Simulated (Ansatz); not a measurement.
Co: from a trial structure to a relaxed crystal

The calculation used DFT PBEsol, scalar-relativistic, plane waves, PAW in Ansatz 0.2.0. Cutoff 420 eV, Γ-centred k mesh, Gaussian smearing, collinear spin, first started from parallel moments.

The start puts Co on the beta-tin structure type (I4_1/amd, No. 141), at a guessed volume.

```
CELL_PARAMETERS angstrom
-2.16874 2.16874 1.18309
2.16874 -2.16874 1.18309
2.16874 2.16874 -1.18309
ATOMIC_POSITIONS crystal
Co 0.00000 0.00000 0.00000
Co 0.75000 0.25000 0.50000
```

Cell and atoms relax at zero pressure; the relaxation can't lower the symmetry of the start. After a coarse first stage the cell is made exact in the group found at 0.06 Å.

Energies count from the standard state of Co at the same level.

Q: Which crystal results?

A: It keeps I4_1/amd (No. 141). The result has the beta-tin structure. Conventional cell: a = 4.428 Å, c = 2.352 Å. Around Co lie 6 Co at 2.29–2.35 Å.

```xyz
2
Lattice="-2.2139 2.2139 1.1760 2.2139 -2.2139 1.1760 2.2139 2.2139 -1.1760" Properties=species:S:1:pos:R:3 pbc="T T T"
Co    0.0000    0.0000    0.0000
Co    0.0000    2.2139    0.5880
```

Q: What are its volume, energy, gap and moment?

A: The volume per atom is 11.53 Å³, the density is 8.49 g/cm³ and the energy over the standard structure is 0.60 eV/atom. The gap on the 26×26×26 mesh is 0 eV (a metal), the net moment per atom is 1.76 μB and the largest site moment is 1.78 μB.

The final run used a 26×26×26 mesh on its 2-atom cell and 0.10 eV smearing. For metals, differences of a few meV/atom aren't resolved. A structure relaxed within its symmetry needn't be a true minimum. The steps took about 10 core-minutes in all.